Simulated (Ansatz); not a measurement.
**Zn: computed DOS**

```cif
data_structure
_symmetry_space_group_name_H-M 'P 1'
_symmetry_Int_Tables_number 1
_cell_length_a 2.6648
_cell_length_b 2.6648
_cell_length_c 4.9467
_cell_angle_alpha 90.000
_cell_angle_beta 90.000
_cell_angle_gamma 120.000
_cell_volume 30.42
loop_
_atom_site_label
_atom_site_type_symbol
_atom_site_fract_x
_atom_site_fract_y
_atom_site_fract_z
_atom_site_occupancy
Zn1 Zn 0.33333 0.66667 0.25000 1
Zn2 Zn 0.66667 0.33333 0.75000 1
```

The runs use the primitive cell with vectors (2.665, 0.000, 0.000), (-1.332, 2.308, 0.000), (0.000, 0.000, 4.947) Å, to which the k mesh refers.

Conventional cell: a = 2.665 Å, b = 2.665 Å, c = 4.947 Å, α = 90.00°, β = 90.00°, γ = 120.00°. Zn (atom 1) has 12 Zn at 2.66 to 2.91 Å as nearest neighbours.

The cell is COD entry 9008522, as deposited and not checked against the literature; nothing was relaxed.

Method: DFT, PBE, all-electron LAPW, scalar-relativistic (Ansatz 0.2.0).

Sampling and basis: a Γ-centred 18×18×8 k mesh, Fermi–Dirac smearing of 0.03 eV, basis error target 0.25 meV/atom, no spin polarisation.

States per eV and cell, averaged over 0.4 eV, from -10.6 to 1.6 eV, with energies (bin centres) from the Fermi level; empty bins are left out. The partial columns, the largest 2 alone, are projections on Löwdin-orthogonalised atomic shells (those that the program's projection atoms carry: the occupied ones and, for some elements, an empty d or f shell; other empty shells have no column), summed over atoms of an element. Weights on diffuse s and p shells depend on that basis and aren't pure angular character.

```csv
E (eV),total,Zn 3d,Zn 4s
-10.5,0.03,0.00,0.03
-10.1,0.13,0.00,0.13
-9.7,0.20,0.01,0.19
-9.3,0.29,0.03,0.26
-8.9,0.54,0.17,0.37
-8.5,5.19,4.45,0.73
-8.1,12.25,11.88,0.32
-7.7,14.79,14.51,0.23
-7.3,16.74,16.55,0.16
-6.9,1.48,1.29,0.19
-6.5,0.46,0.20,0.24
-6.1,0.44,0.14,0.28
-5.7,0.44,0.11,0.30
-5.3,0.45,0.09,0.32
-4.9,0.46,0.07,0.34
-4.5,0.47,0.06,0.35
-4.1,0.49,0.05,0.35
-3.7,0.51,0.05,0.35
-3.3,0.55,0.04,0.36
-2.9,0.57,0.04,0.35
-2.5,0.56,0.03,0.32
-2.1,0.57,0.03,0.28
-1.7,0.68,0.03,0.29
-1.3,0.58,0.02,0.23
-0.9,0.56,0.02,0.18
-0.5,0.45,0.01,0.13
-0.1,0.39,0.01,0.10
0.3,0.48,0.01,0.17
0.7,0.53,0.01,0.23
1.1,0.67,0.01,0.28
1.5,0.80,0.01,0.29
```

(1) Where is the centre of the filled Zn 3d states between -14 eV and the top of the filled states?

Results:

(1) -7.66 eV from the Fermi level.
